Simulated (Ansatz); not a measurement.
**TiC (Khamrabaevite): field gradients as cell or settings change**

More tests of how the quadrupolar parameters of TiC (Khamrabaevite) respond to changes of cell, atoms or settings. The cell is a structure deposited in the COD. Its positions were relaxed in an earlier run. Planned: ions relaxed at fixed cell; a check of accuracy; functional r2SCAN at the relaxed positions; a check of hubbard with lower_state_search with dispersion.

Method: DFT, PBE, plane-wave PAW, default files, scalar-relativistic, as far as a step names no other, in Ansatz 0.2.0.

### 1 The structure to begin with

Symmetry: Fm-3m, No. 225, cubic system. The conventional cell has a = 4.328 Å, b = 4.328 Å, c = 4.328 Å, α = 90.00°, β = 90.00°, γ = 90.00°. Ti (site symmetry m-3m) is surrounded by 6 C at 2.16 Å. C (site symmetry m-3m) is surrounded by 6 Ti at 2.16 Å.

Structure file:

```
CELL_PARAMETERS angstrom
0.00000 2.16400 2.16400
2.16400 0.00000 2.16400
2.16400 2.16400 0.00000
ATOMIC_POSITIONS crystal
Ti 0.00000 0.00000 0.00000
C 0.50000 0.50000 0.50000
```

The earlier run gave: no gap over 0.1 eV on the mesh, largest force 0.000 eV/Å, pressure 0.9 GPa.

Like atoms gathered into sites:

```tsv
site	atoms	first shell	V_zz (10²¹ V/m²)	η	C_Q (MHz)
Ti	1	6 C at 2.16 Å	0.00	–	0 (⁴⁹Ti)
C	2	6 Ti at 2.16 Å	0.00	–	–
```

Conventions: |V_zz| ≥ |V_yy| ≥ |V_xx|, η = (V_xx − V_yy)/V_zz, C_Q = eQV_zz/h. Q values from Pyykkö, Mol. Phys. 116, 1328 (2018). A dash under C_Q marks elements without a common quadrupolar isotope.

### 2 Ions relaxed at fixed cell

Input file input.yaml:

```yaml
crystal:
  lattice:
    - [0.0, 2.164, 2.164]
    - [2.164, 0.0, 2.164]
    - [2.164, 2.164, 0.0]
  atoms:
    - { symbol: Ti, position: [0.0, 0.0, 0.0] }
    - { symbol: C, position: [0.5, 0.5, 0.5] }
kpoints:
  mp_grid: { grid: [18, 18, 18] }
scf:
  occupations: { method: fermi_dirac, width: 0.05 }
hamiltonian:
  xc: pbe
  pseudopotentials: { kind: paw }
output:
  forces: true
  stress: true
  populations: true
  efg: { quadrupole_moments_barn: { Ti: 0.247 }, contact_densities: true }
relax:
  f_tol: 0.02
  max_steps: 60
```

Started as:

```
ansatz run input.yaml --threads 1 --pin off --max-ram 3072MiB --backend cpu --events-out ev --progress --plain --runs-dir out
```

The log of the run:

```text
Warning: output.stress: scf.convergence.dr2_threshold = 1e-7 eV (the SCF's general default) is looser than the 2e-10 eV advised for a printed stress (1e-10 eV for each atom of the cell: 2). What an SCF threshold leaves in a stress goes as its square root, and in the free energy as the threshold itself, and one threshold admits the most on a small cell: of the crystals measured, under no hybrid functional and no lock of the moments, on runs that ended without the residual-converged pass, on stresses that held no estimate of that error, the worst erred by over 100 MPa in a component at 1e-7 eV an atom and by under 5 at 1e-10. Every solve of this run answers to scf.convergence.dr2_threshold, and the tensor of one is reported: a single SCF on the reported geometry and on this run's grids (its basis.xc_grid and basis.ecutrho_ratio typed), with scf.convergence.dr2_threshold at 2e-10 eV or tighter, prints it and tightens no other solve. Else set scf.convergence.dr2_threshold to 2e-10 eV or tighter. The threshold is an SCF's pass mark: one that does not reach it within its budget of iterations ends unconverged, or closes short of it on a stop that the run arms, and scf.convergence.dr2_threshold's page says what that costs each kind of run
Warning: RAYON_NUM_THREADS=1 ignored (pool sized by the plan → 1); use --threads N
Engine: ansatz 0.2.0, x86_64-unknown-linux-gnu
Pseudopotentials: kind: paw
Pseudopotential: Ti, paw, valence charge 12, recommended cutoff 420 eV (normal), Ti.paw.azcp
Pseudopotential: C, paw, valence charge 4, recommended cutoff 420 eV (normal), C.paw.azcp
Functional definition: PBE
  parameter kappa = 0.804
  parameter beta = 0.06672455060314922
  exchange = pbe_x(kappa = kappa, mu = beta*pi^2/3)
  correlation = pbe_c(beta = beta)
Crystal: 2 atoms, lattice volume = 20.268 Å³
Basis set: ecut = 420 eV, 411 PW (Γ), exchange–correlation on 48×48×48 points (8 copies of the dense FFT grid, shifted against one another)
Bands: 12, of which v1, the nominal top of the filled ones, is band 8 counted from 1 (7 counted from 0)
Symmetry: 48 space group operations
Space group: Fm-3m (ITA 225), of the structure as read, at distance tolerance 2.7e-5 Å
k-points: 195 of 5832
Non-local potential: Ti, projectors of the file, l = 0: 3, l = 1: 2, l = 2: 3, l = 3: 1
Non-local potential: C, projectors of the file, l = 0: 2, l = 1: 2, l = 2: 1
PAW form: soft (Blöchl's): semilocal exchange-correlation on the pseudo side does not see the compensation charge
PAW one-centre angular grid: Ti, 590 points (default); XC on 64 Gauss nodes
PAW one-centre angular grid: C, 110 points (default); XC on 64 Gauss nodes
Initial density: superposition of atomic densities (neutral atoms: chi_scale 0, normalization atom), corrected by the library's trained network
Initial wavefunctions: pseudopotential atomic-orbital guess
Functional: x = pbe(κ = 0.804, μ = 0.2195149727645171), c = pbe(β = 0.06672455060314922)
SCF iter   1: F=—  HF=-2752.273522 eV  |F-HF|=—  |Δ(HF+E_count)|=         —  Δρ=3.69e-3  dr2=1.90e-3  ethr=1.77e-3  ⟨swp⟩=4.3  Hψ=11610  notcnv=0
preconditioner: auto → none  [metal: Δε(μ)=0.071 eV  Ē_g=7.871 eV  σ=0.050 eV  W_gap=0.31  n_scr=8 (ndim 8)  ℏωp=23.3 eV  f_vac=0.000  D(μ)=0.31/eV (n_scr^D=0)  sad-step TF]
SCF iter   2: F=—  HF=-2752.273088 eV  |F-HF|=—  |Δ(HF+E_count)|=   4.34e-4  Δρ=2.32e-3  dr2=8.71e-4  ethr=1.19e-5  ⟨swp⟩=1.0  Hψ=3901  notcnv=0
SCF iter   3: F=—  HF=-2752.272988 eV  |F-HF|=—  |Δ(HF+E_count)|=   1.00e-4  Δρ=1.69e-4  dr2=1.88e-6  ethr=5.44e-6  ⟨swp⟩=2.1  Hψ=2669  notcnv=0
SCF iter   4: F=—  HF=-2752.272988 eV  |F-HF|=—  |Δ(HF+E_count)|=   7.14e-8  Δρ=2.53e-5  dr2=6.04e-8  ethr=1.18e-8  ⟨swp⟩=2.1  Hψ=3579  notcnv=0
iter 5 did not close the SCF: its close was put off for the readings that it lacked (scf_convergence_deferred on its scf_iter line)
SCF iter   5: F=-2752.272988 eV  HF=-2752.272988 eV  |F-HF|=2.07e-9  |Δ(HF+E_count)|=   2.85e-9  Δρ=5.18e-6  dr2=4.52e-9  ethr=3.77e-10  ⟨swp⟩=2.0  Hψ=3826  notcnv=0
SCF iter   6: F=-2752.272988 eV  HF=-2752.272988 eV  |F-HF|=3.14e-11  |Δ(HF+E_count)|=  6.05e-10  Δρ=5.81e-7  dr2=5.92e-11  ethr=2.83e-11  ⟨swp⟩=1.5  Hψ=7109  notcnv=0
SCF 1 converged in 6 iterations: F = -2752.272988 eV  dr2 = 5.92e-11
relax step   1: F+E_penalty+E_count = -2752.27298821 eV  Δ(F+E_penalty+E_count) = +0.000e0 eV  max|allowed force component| = 6.311e-30 eV/Å  Δτ_max = 0.0000 Å  (6 SCF iters, accepted)
NSCF: frozen V_eff on 195 k-points
the band table was solved once a step of the walk had ended and its energy, with any forces and stress, was formed, with the checks that follow a solve (12783 applications of the Hamiltonian). They found nothing against the state; the energy, forces and stress were not computed again (output.eigenvalues in the input reference)
SCF converged after 6 iterations
Free energy (F): -2752.272988 eV
Harris-Foulkes:  -2752.272988 eV  (|F-HF|=3.14e-11)
Internal energy: -2752.270462 eV  (E = F + TS)
E sigma→0 (E₀):  -2752.271725 eV
Entropy (-TS):   -0.002526 eV (-1.263 meV/atom)
Fermi energy:    14.741753 eV
--- Per-component energies (eV) ---
  E_band       = -110.260038
  E_kinetic    = 362.483573
  E_local      = -773.959270  (includes V_loc(G=0)·N_el)
  E_nonlocal   = 31.968040
  E_hartree    = 314.327710
  E_xc         = -147.466388
  E_vxc        = -184.163239  (∫ρ·V_xc dr)
  E_paw        = -1145.253688  (= ΣΔE_a)
  E_vpaw       = -175.244842  (= ΣTr[D̂ρ^β])
  E_aug_tail   = 0.000148  (compensation charges beyond the density's cutoff)
  E_ewald      = -1394.370587
  E_smearing   = -0.002526  (= −TS)
  E_closure    = -0.000000  (closes the sum)
  Σ components = -2752.272988   (vs F -2752.272988, Δ=0.00e0)
--- Forces (eV/Å), atoms counted from 1 ---
  atom   1  Ti    -0.00000000     0.00000000     0.00000000
  atom   2  C      0.00000000    -0.00000000     0.00000000
  max |Σ_I F_I| component: 7.10e-30 eV/Å
--- Stress (GPa, compression-positive) ---
        0.876602       0.000000      -0.000000
       -0.000000       0.876602      -0.000000
        0.000000      -0.000000       0.876602
  P = ⅓ Tr σ = 0.8766 GPa (8.766 kbar)
--- PAW observables at the nuclei: V_zz in 10²¹ V/m², potentials from the cell's mean, atoms counted from 1 ---
  atom   1  Ti V_zz =    -0.000000   η = 0.0000   by run symmetry: forbidden   C_q = -0.0000 MHz
            electrostatic potential = -2533.079445 V   contact ρ = 56786.433368 e/Å³
  atom   2  C  V_zz =    +0.000000   η = 0.0000   by run symmetry: forbidden
            electrostatic potential = -422.290635 V   contact ρ = 869.919117 e/Å³
--- Band table (eV; the first three rows and the last of 195) ---
  k-point 0: bands = ["-41.8063", "-17.8393", "-17.8393", "-17.8393", "2.3231", "15.4335", "15.4335", "15.4335", "16.4124", "16.4124", "16.4124", "16.4635"]
  k-point 1: bands = ["-41.8041", "-17.8551", "-17.8408", "-17.8408", "2.3936", "15.0662", "15.2847", "15.2847", "15.7957", "15.7957", "16.6174", "17.3316"]
  k-point 2: bands = ["-41.7977", "-17.9002", "-17.8450", "-17.8450", "2.6013", "14.3183", "14.6299", "14.6299", "15.8068", "15.8068", "16.9200", "18.2762"]
  k-point 194: bands = ["-41.7076", "-18.1691", "-18.1221", "-18.0169", "5.1857", "11.4983", "11.7016", "12.0852", "17.2479", "17.7786", "18.2781", "19.7256"]
--- Relaxed structure (1 steps of the walk, 1 accepted, 0 SCFs on fresh bases) ---
  F+E_penalty+E_count = -2752.27298821 eV   max|allowed force component| = 6.311e-30 eV/Å
  atoms:
    - { symbol: Ti, position: [0.0, 0.0, 0.0] }
    - { symbol: C, position: [0.49999999999999994, 0.49999999999999994, 0.49999999999999994] }
--- Löwdin populations: 2 sites ---
  site symbol       q [e]
     0     Ti     11.1623
     1      C      4.7886
  spilling = 0.003066 (of n_electrons = 16.000000)
```

It took 3.3 s on 1 thread of Intel Xeon 6975P-C (Granite Rapids), shared host; peak memory 0.41 GiB.

No atom moved: the forces were under the tolerance from the start.

State: no gap over 0.1 eV on the mesh, largest force 0.000 eV/Å, pressure 0.9 GPa.

Against step 1 (V_zz in 10²¹ V/m²):

```
site  atoms  V_zz, PBE  V_zz, PBE relaxed  η, PBE  η, PBE relaxed
  Ti      1       0.00               0.00       –               –
   C      2       0.00               0.00       –               –
```

Like atoms gathered into sites:

```tsv
site	atoms	first shell	V_zz (10²¹ V/m²)	η	C_Q (MHz)
Ti	1	6 C at 2.16 Å	0.00	–	0 (⁴⁹Ti)
C	2	6 Ti at 2.16 Å	0.00	–	–
```

### 3 Settings changed: accuracy = medium

input.yaml: that of step 2 with these lines changed.

```diff
@@ -20,4 +20,6 @@
   efg: { quadrupole_moments_barn: { Ti: 0.247 }, contact_densities: true }
-relax:
-  f_tol: 0.02
-  max_steps: 60
+  write_density: true
+  write_potential: true
+  elf: true
+  volumetric_format: npy
+accuracy: medium
```

Started as:

```
ansatz run input.yaml --threads 1 --pin off --max-ram 3072MiB --backend cpu --events-out ev --progress --plain --runs-dir out
```

The log of the run:

```text
Warning: RAYON_NUM_THREADS=1 ignored (pool sized by the plan → 1); use --threads N
[... 9 set-up lines as earlier in the session ...]
Crystal: 2 atoms, lattice volume = 20.268 Å³
Basis set: ecut = 420 eV, 411 PW (Γ), exchange–correlation on 48×48×48 points (8 copies of the dense FFT grid, shifted against one another)
Bands: 12, of which v1, the nominal top of the filled ones, is band 8 counted from 1 (7 counted from 0)
[... 2 set-up lines as earlier in the session ...]
k-points: 195 of 5832
[... 8 set-up lines as earlier in the session ...]
SCF iter   1: F=—  HF=-2752.273521 eV  |F-HF|=—  |Δ(HF+E_count)|=         —  Δρ=3.69e-3  dr2=1.90e-3  ethr=1.77e-3  ⟨swp⟩=4.3  Hψ=11611  notcnv=0
preconditioner: auto → none  [metal: Δε(μ)=0.071 eV  Ē_g=7.871 eV  σ=0.050 eV  W_gap=0.31  n_scr=8 (ndim 8)  ℏωp=23.3 eV  f_vac=0.000  D(μ)=0.31/eV (n_scr^D=0)  sad-step TF]
SCF iter   2: F=—  HF=-2752.273088 eV  |F-HF|=—  |Δ(HF+E_count)|=   4.33e-4  Δρ=2.32e-3  dr2=8.71e-4  ethr=1.19e-5  ⟨swp⟩=1.0  Hψ=3900  notcnv=0
SCF iter   3: F=—  HF=-2752.272988 eV  |F-HF|=—  |Δ(HF+E_count)|=   1.00e-4  Δρ=1.68e-4  dr2=1.91e-6  ethr=5.44e-6  ⟨swp⟩=2.1  Hψ=2675  notcnv=0
SCF iter   4: F=—  HF=-2752.272988 eV  |F-HF|=—  |Δ(HF+E_count)|=   3.23e-8  Δρ=2.62e-5  dr2=6.45e-8  ethr=1.19e-8  ⟨swp⟩=2.1  Hψ=3587  notcnv=0
iter 5 did not close the SCF: its close was put off for the readings that it lacked (scf_convergence_deferred on its scf_iter line)
SCF iter   5: F=-2752.272988 eV  HF=-2752.272988 eV  |F-HF|=1.81e-9  |Δ(HF+E_count)|=  1.17e-10  Δρ=5.28e-6  dr2=4.65e-9  ethr=4.03e-10  ⟨swp⟩=2.0  Hψ=3846  notcnv=0
SCF iter   6: F=-2752.272988 eV  HF=-2752.272988 eV  |F-HF|=3.37e-11  |Δ(HF+E_count)|=  4.07e-10  Δρ=5.71e-7  dr2=5.65e-11  ethr=2.91e-11  ⟨swp⟩=4.1  Hψ=10761  notcnv=0
SCF 1 converged in 6 iterations: F = -2752.272988 eV  dr2 = 5.65e-11
SCF converged after 6 iterations
Free energy (F): -2752.272988 eV
Harris-Foulkes:  -2752.272988 eV  (|F-HF|=3.37e-11)
Internal energy: -2752.270462 eV  (E = F + TS)
E sigma→0 (E₀):  -2752.271725 eV
Entropy (-TS):   -0.002526 eV (-1.263 meV/atom)
Fermi energy:    14.741752 eV
--- Per-component energies (eV) ---
  E_band       = -110.260062
  E_kinetic    = 362.483576
  E_local      = -773.959316  (includes V_loc(G=0)·N_el)
  E_nonlocal   = 31.968051
  E_hartree    = 314.327749
  E_xc         = -147.466385
  E_vxc        = -184.163235  (∫ρ·V_xc dr)
  E_paw        = -1145.253697  (= ΣΔE_a)
  E_vpaw       = -175.244857  (= ΣTr[D̂ρ^β])
  E_aug_tail   = 0.000148  (compensation charges beyond the density's cutoff)
  E_ewald      = -1394.370587
  E_smearing   = -0.002526  (= −TS)
  E_closure    = -0.000000  (closes the sum)
  Σ components = -2752.272988   (vs F -2752.272988, Δ=0.00e0)
--- Forces (eV/Å), atoms counted from 1 ---
  atom   1  Ti    -0.00000000    -0.00000000    -0.00000000
  atom   2  C      0.00000000    -0.00000000    -0.00000000
  max |Σ_I F_I| component: 5.98e-30 eV/Å
--- Stress (GPa, compression-positive) ---
        0.876608       0.000000      -0.000000
        0.000000       0.876608      -0.000000
       -0.000000       0.000000       0.876608
  P = ⅓ Tr σ = 0.8766 GPa (8.766 kbar)
--- PAW observables at the nuclei: V_zz in 10²¹ V/m², potentials from the cell's mean, atoms counted from 1 ---
  atom   1  Ti V_zz =    -0.000000   η = 0.0000   by run symmetry: forbidden   C_q = -0.0000 MHz
            electrostatic potential = -2533.079456 V   contact ρ = 56786.433378 e/Å³
  atom   2  C  V_zz =    -0.000000   η = 0.0000   by run symmetry: forbidden
            electrostatic potential = -422.290630 V   contact ρ = 869.919117 e/Å³
--- Band table (eV; the first three rows and the last of 195) ---
  k-point 0: bands = ["-41.8064", "-17.8393", "-17.8393", "-17.8393", "2.3231", "15.4335", "15.4335", "15.4335", "16.4124", "16.4124", "16.4124", "16.4635"]
  k-point 1: bands = ["-41.8041", "-17.8551", "-17.8408", "-17.8408", "2.3936", "15.0662", "15.2847", "15.2847", "15.7957", "15.7957", "16.6174", "17.3316"]
  k-point 2: bands = ["-41.7977", "-17.9002", "-17.8450", "-17.8450", "2.6013", "14.3183", "14.6299", "14.6299", "15.8068", "15.8068", "16.9200", "18.2762"]
  k-point 194: bands = ["-41.7076", "-18.1691", "-18.1221", "-18.0169", "5.1857", "11.4983", "11.7016", "12.0852", "17.2479", "17.7786", "18.2781", "19.7256"]
--- Löwdin populations: 2 sites ---
  site symbol       q [e]
     0     Ti     11.1623
     1      C      4.7886
  spilling = 0.003066 (of n_electrons = 16.000000)
```

Wall time 3.3 s (1 thread of Intel Xeon 6975P-C (Granite Rapids), shared host); peak memory 0.4 GiB.

The run ends with no gap over 0.1 eV on the mesh, largest force 0.000 eV/Å, pressure 0.9 GPa.

What changed since step 2 (V_zz in 10²¹ V/m²):

```
site  atoms  V_zz, PBE relaxed  V_zz, accuracy medium  η, PBE relaxed  η, accuracy medium
  Ti      1               0.00                   0.00               –                   –
   C      2               0.00                   0.00               –                   –
```

No site has a gradient above 0.15 × 10²¹ V/m² in either run. The free energy stayed within 0.1 meV/atom.

The maps below are laid out on this run's own conventional cell (a, b, c = 4.328, 4.328, 4.328 Å).

Density in a lattice plane of the grid's cell (edges 4.33 and 4.33 Å, at 0.000 of the third edge), which holds Ti and C.

Values in e/Å³, 12 rows by 12 columns:
```
 7.80  5.03  1.20  0.43  0.72  1.35  1.64  1.35  0.72  0.43  1.20  5.03
 2.14  1.20  0.37  0.27  0.42  0.72  0.91  0.72  0.42  0.27  0.37  1.20
 0.55  0.43  0.27  0.21  0.27  0.43  0.55  0.43  0.27  0.21  0.27  0.43
 0.91  0.72  0.42  0.27  0.37  1.20  2.14  1.20  0.37  0.27  0.42  0.72
 1.64  1.35  0.72  0.43  1.20  5.03  7.80  5.03  1.20  0.43  0.72  1.35
 1.66  1.64  0.91  0.55  2.14  7.80 10.12  7.80  2.14  0.55  0.91  1.64
 1.64  1.35  0.72  0.43  1.20  5.03  7.80  5.03  1.20  0.43  0.72  1.35
 0.91  0.72  0.42  0.27  0.37  1.20  2.14  1.20  0.37  0.27  0.42  0.72
 0.55  0.43  0.27  0.21  0.27  0.43  0.55  0.43  0.27  0.21  0.27  0.43
 2.14  1.20  0.37  0.27  0.42  0.72  0.91  0.72  0.42  0.27  0.37  1.20
 7.80  5.03  1.20  0.43  0.72  1.35  1.64  1.35  0.72  0.43  1.20  5.03
10.12  7.80  2.14  0.55  0.91  1.64  1.66  1.64  0.91  0.55  2.14  7.80
```
Columns run along the first of these edges and rows up along the second, over one cell in 12 and 12 even steps from the bottom left corner. Atoms in the plane (fractional): Ti at (0.00, 0.00), Ti at (0.50, 0.50), C at (0.00, 0.50), C at (0.50, 0.00).

ELF in the same plane.

Ten even steps from ' ' (0.00) to '@' (0.78):
```
..--**##++--==##@@@@##--..--##@@@@##==--++##**--
**####**--::--##@@@@@@%%##%%@@@@@@##--::--**####
####++--....--**%%@@@@@@@@@@@@@@%%**--....--++##
==--::......--==**####%%%%%%####**==--......::--
====--------::--------======--------::--------==
%%%%####**==--......::--==--::......--==**####%%
@@@@@@@@%%**--....--++######++--....--**%%@@@@@@
##%%@@@@@@##--::--**####**####**--::--##@@@@@@%%
..--##@@@@##==--++##**--..--**##++--==##@@@@##--
  ..++%%@@##==--**%%++..  ..++%%**--==##@@%%++..
..--##@@@@##==--++##**--..--**##++--==##@@@@##--
##%%@@@@@@##--::--**####**####**--::--##@@@@@@%%
@@@@@@@@%%**--....--++######++--....--**%%@@@@@@
%%%%####**==--......::--==--::......--==**####%%
====--------::--------======--------::--------==
==--::......--==**####%%%%%%####**==--......::--
####++--....--**%%@@@@@@@@@@@@@@%%**--....--++##
**####**--::--##@@@@@@%%##%%@@@@@@##--::--**####
..--**##++--==##@@@@##--..--##@@@@##==--++##**--
  ..++%%**--==##@@%%++..  ..++%%@@##==--**%%++..
```
Columns run along the first of these edges and rows up along the second, over one cell in 24 and 20 even steps from the bottom left corner. Atoms in the plane (fractional): Ti at (0.00, 0.00), Ti at (0.50, 0.50), C at (0.00, 0.50), C at (0.50, 0.00).

Both are smooth fields of the valence electrons: close to the nuclei they are not physical.

The highest ELF values outside the cores: 0.80 in the shell around C, 0.7 Å from C.

[end of part 1 of 2]
